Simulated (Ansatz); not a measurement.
## TiC under changes of volume

One of the cells (10.158 Å³/atom); the others are scaled copies at fixed shape and fractional positions:

```
CELL_PARAMETERS angstrom
0.00000 2.16572 2.16572
2.16572 0.00000 2.16572
2.16572 2.16572 0.00000
ATOMIC_POSITIONS crystal
Ti 0.00000 0.00000 0.00000
C 0.50000 0.50000 0.50000
```

The cell is a database's computed one.

* Program: Ansatz 0.2.0
* Functional: LDA
* Potentials or basis: Ansatz PAW
* Cutoff: 420 eV (not typed: the program's choice for these potentials)
* k mesh: 11 × 11 × 11
* Occupations: fermi-dirac, width 0.05 eV
* Spin: no spin polarisation

```csv
volume (Å³/atom),energy over the lowest point (meV/atom),pressure (GPa)
9.548,0.84,3.7
9.752,0.00,-2.3
9.955,6.42,-7.7
10.158,19.36,-12.6
10.361,38.07,-16.9
10.564,?,?
10.767,90.88,-24.4
```

Question: What does the run at 10.564 Å³/atom give?

Answer: Energy over the lowest point 62.12 meV/atom; pressure -20.9 GPa.

Worked out: A Birch-Murnaghan fit of order 3 (a polynomial in V^(-2/3)) to the other rows has its minimum at 9.67 Å³/atom with B0 = V·E''(V) = 283 GPa and B' = 4.0. It gives 62.11 meV/atom at 10.564 Å³/atom, against the run's 62.12, and -dE/dV = -20.9 GPa, against -20.9.

Energies are extrapolated to zero smearing.

Caveats: the PAW data sets come from PBE, with cores solved anew for the run's functional, which leaves a small shift of forces and pressure.
